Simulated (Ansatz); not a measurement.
Space group P6_3/mmc (No. 194). a = 3.182 Å, b = 3.182 Å, c = 13.061 Å, α = 90.00°, β = 90.00°, γ = 120.00°
```csv
atom,site,symmetry,x,y,z
W,2c,-6m2,0.3333,0.6667,0.2500
S,4f,3m.,0.3333,0.6667,0.6306
```

Equation of state of this WS2 structure (not necessarily the ground state), with shape and atoms relaxed at each volume where symmetry leaves them free. These are results of DFT r2SCAN, scalar-relativistic, plane waves, PAW in Ansatz 0.2.0, not measurements.

Settings: cutoff 500 eV, Γ-centred mesh 12×12×4 on the computed 6-atom cell, Gaussian smearing of 0.02 eV; no spin polarisation.

```json
{"V (Å³/atom)": "17.942", "E − E(largest V) (meV/atom)": "3.57", "P (GPa)": "2.03", "gap on mesh (eV)": "1.12"}
{"V (Å³/atom)": "18.514", "E − E(largest V) (meV/atom)": "-1.15", "P (GPa)": "0.75", "gap on mesh (eV)": "1.25"}
{"V (Å³/atom)": "19.087", "E − E(largest V) (meV/atom)": "-2.38", "P (GPa)": "-0.04", "gap on mesh (eV)": "1.37"}
{"V (Å³/atom)": "19.659", "E − E(largest V) (meV/atom)": "-1.65", "P (GPa)": "-0.38", "gap on mesh (eV)": "1.43"}
{"V (Å³/atom)": "20.232", "E − E(largest V) (meV/atom)": "0.00", "P (GPa)": "-0.60", "gap on mesh (eV)": "1.48"}
```

Question: Fit a third-order Birch–Murnaghan equation to E(V).

Answer: V0 = 19.10 Å³/atom, B0 = 18 GPa, B0' = 20.6. B0' is unusual or poorly fixed by this range.

Spin-orbit coupling is left out, which matters for the bands of heavy elements. The cell holds layers, and where no dispersion correction was added their binding is poorly described.